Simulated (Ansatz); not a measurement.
This is a single-point calculation with Ansatz on CdS (zincblende); the level of theory is HSE06. The cell was relaxed with r2SCAN and then strained (uniaxial -1.0 % along z, other directions held), with the atoms relaxed again with r2SCAN; k points keep the names of the unstrained zone.

Input file:
```yaml
crystal:
  lattice:
    - [0.0, 2.939214843, 2.9098226946]
    - [2.939214843, 0.0, 2.9098226946]
    - [2.939214843, 2.939214843, 0.0]
  atoms:
    - { symbol: Cd, position: [0.0, 0.0, 0.0] }
    - { symbol: S, position: [0.25, 0.25, 0.25] }
kpoints:
  mp_grid: { grid: [6, 6, 6] }
  band_path:
    path:
      - [0.0, 0.0, 0.0]
      - [-0.5, -0.5, 0.0]
      - [-0.375, -0.375, 0.25]
      - [-0.375, 0.0, 0.375]
      - [0.0, 0.0, 0.5]
      - [-0.5, -0.25, 0.25]
    npoints: 1
hamiltonian:
  xc: hse06
scf:
  occupations: { method: fixed }
  n_extra_bands: 4
output:
  forces: true
  stress: true
  eigenvalues: true
```

Problem. What wall time did it need on 1 × NVIDIA H100 80GB HBM3 with 2 threads of AMD EPYC 7R13 Processor (Zen 3), with other jobs on the host, load about 1.3 per core, and how much host memory at the peak?

Solution. About 55 s, with a peak of 2.5 GiB.

Main lines of the log:
```
Functional definition: HSE06
Crystal: 2 atoms, lattice volume = 50.276 Å³
Basis set: ecut = 420 eV, 957 PW (Γ)
Bands: 17, of which v1, the nominal top of the filled ones, is band 13 counted from 1 (12 counted from 0)
Symmetry: 8 space group operations
Space group: I-4m2 (ITA 119)
k-points: 30 of 216 (time reversal used)
[warm-up without exact exchange]
SCF iter   1: HF=-9157.813010 eV  Δρ=9.75e-4  dr2=5.25e-4
SCF iter   2: HF=-9157.813085 eV  Δρ=1.87e-4  dr2=8.02e-6
SCF 1 stopped early in 2 iterations: F = -9157.813124 eV  dr2 = 8.02e-6
[exact exchange on]
Exchange kernel: α = 0.2500, screened, ω = 0.2079 Å⁻¹, Wigner–Seitz truncation, v(0) = 1046.7564 eV·Å³, q-mesh 6×6×6
SCF iter   1: HF=-9162.189250 eV  Δρ=6.68e-3  dr2=1.78e-2
preconditioner: auto → none  [insulator: Δε(μ)=2.068 eV  ℏωp=22.2 eV]
SCF iter   2: HF=-9162.184563 eV  Δρ=2.40e-3  dr2=2.04e-3
SCF iter   3: HF=-9162.191318 eV  Δρ=1.63e-3  dr2=8.93e-4
SCF iter   4: HF=-9162.191129 eV  Δρ=4.37e-4  dr2=6.55e-5
SCF iter   5: HF=-9162.191232 eV  Δρ=1.90e-4  dr2=1.52e-5
SCF iter   6: HF=-9162.191228 eV  Δρ=2.44e-5  dr2=1.10e-6
SCF 2 stopped early in 6 iterations: F = -9162.191228 eV  dr2 = 1.10e-6
hybrid outer 1: dexx = +7.881e-3 eV, tail = 2.34e-5 eV
SCF iter   1: HF=-9162.191264 eV  Δρ=4.82e-5  dr2=2.99e-7
SCF iter   2: HF=-9162.191264 eV  Δρ=1.69e-5  dr2=7.89e-8
SCF iter   3: HF=-9162.191264 eV  Δρ=3.88e-6  dr2=1.72e-8
SCF iter   4: HF=-9162.191264 eV  Δρ=2.38e-6  dr2=3.90e-9
SCF 3 converged in 4 iterations: F = -9162.191264 eV  dr2 = 3.90e-9
hybrid outer 2: dexx = +2.037e-7 eV, tail = 2.81e-8 eV, Δε = 2.60e-3 eV
NSCF: frozen V_eff on 6 k-points
Free energy (F): -9162.191264 eV
Fermi energy:    6.101778 eV
--- Forces (eV/Å), atoms counted from 1 ---
  atom   1  Cd      0.00000      0.00000      0.00000
  atom   2  S       0.00000      0.00000      0.00000
--- Stress (GPa, compression-positive) ---
        0.780988       0.000000       0.000000
        0.000000       0.780988       0.000000
        0.000000       0.000000       0.979069
  P = ⅓ Tr σ = 0.8470 GPa (8.470 kbar)
```

bands.tsv, columns around the gap (it counts bands from 0):
```tsv
# k_distance	band_8	band_9	band_10	band_11	band_12	band_13	band_14	band_15	band_16
# fermi_ev = 6.101778
# [0, 0, 0] at k_distance = 0.000000
# [-0.5, -0.5, 0] at k_distance = 1.079651
# [-0.375, -0.375, 0.25] at k_distance = 1.457548
# [-0.375, 0, 0.375] at k_distance = 2.113191
# [0, 0, 0.5] at k_distance = 2.768835
# [-0.5, -0.25, 0.25] at k_distance = 3.528456
# levels_relative_to = fermi_ev
0.000	-8.397	-8.393	-0.030	-0.030	0.000	2.111	7.683	7.683	7.687
1.080	-8.314	-7.885	-4.128	-2.010	-2.010	4.431	5.382	10.496	12.155
1.458	-8.353	-7.773	-4.086	-2.669	-1.643	5.193	6.562	9.635	10.261
2.113	-8.355	-7.783	-4.120	-2.674	-1.602	5.253	6.612	9.567	10.285
2.769	-8.360	-7.987	-4.619	-0.826	-0.783	4.066	8.087	8.171	8.596
3.528	-8.386	-7.726	-4.056	-2.349	-2.347	6.380	6.675	8.342	9.053
```
In order the rows are Γ, X, U, K, L, W.

With HSE06 the gap is 2.11 eV and direct, at Γ. At this geometry HSE06 finds +0.8 GPa, compression counted positive: its own equilibrium volume is larger. The stress of a hybrid is loosely converged here.

(Simulation; spin polarisation is off.)

The runs are scalar-relativistic, without spin-orbit coupling.

The meshes of the hybrids are coarse, so their gaps aren't converged to the digits shown.
